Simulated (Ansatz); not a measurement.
An input for Ansatz 0.2.0 (H):

run.py

```python
import json

import ase.io
import numpy as np
from ase.calculators.calculator import CalculationFailed, Calculator
from ase.stress import full_3x3_to_voigt_6_stress
from ase.units import GPa

import ansatz as az

class AnsatzCalculator(Calculator):
    implemented_properties = ["energy", "free_energy", "forces", "stress", "magmom"]

    def calculate(self, atoms, properties, system_changes):
        super().calculate(atoms, properties, system_changes)
        structure = atoms.copy()
        structure.set_constraint()
        structure.set_momenta(None)
        structure.set_masses(None)
        outcome = (
            az.Crystal.from_ase(structure)
            .calculation()
            .basis(xc_grid=2)
            .kpoints(11, 11, 11)
            .functional("rpbe")
            .pseudopotentials(kind="nc", accuracy="standard", xc_functional="pbesol")
            .scf(tolerance=2e-10)
            .occupations(method="methfessel_paxton", width=0.01)
            .forces()
            .stress()
            .spin("collinear", soc=True)
            .run(threads=2)
        )
        if not outcome.report["converged"]:
            raise CalculationFailed("SCF not converged")
        report = outcome.report
        self.results = {
            "free_energy": report["lagrangian_ev"],
            "energy": report["lagrangian_ev"],
            "forces": np.array(report["forces_ev_ang"]),
            "stress": -GPa * full_3x3_to_voigt_6_stress(report["stress_gpa"]),
            "magmom": report["magnetization_mub"],
        }

np.set_printoptions(precision=5, suppress=True, linewidth=110)
atoms = ase.io.read("POSCAR", format="vasp")
atoms.calc = AnsatzCalculator()
print(f"free energy {atoms.get_potential_energy():.6f} eV")
print("forces (eV/A)", atoms.get_forces(), sep="\n")
print("stress (GPa, Voigt, tension positive)", atoms.get_stress() / GPa, sep="\n")
print(f"moment {atoms.get_magnetic_moment():.4f} muB")
```

File POSCAR:

```
H
1.0
   -1.6915344700      1.6915344700      2.0584739900
    1.6915344700     -1.6915344700      2.0584739900
    1.6915344700      1.6915344700     -2.0584739900
H
2
Direct
    0.0901377100      0.0901377100      0.0000000000
    0.9098622900      0.9098622900      0.0000000000
```

Potentials or basis: PseudoDojo PBEsol.

Command:

```sh
$ python run.py
```

Question: How does this run end?

Answer: The run stopped without a result. It printed:

Output:

```text
Traceback (most recent call last):
  File "run.py", line 50, in <module>
  File "run.py", line 32, in calculate
  [frames inside libraries left out]
ansatz.errors.InputError: .spin('collinear', soc=True): soc=True belongs to the noncollinear treatment, not to the collinear one; write .spin('noncollinear', soc=True)
```
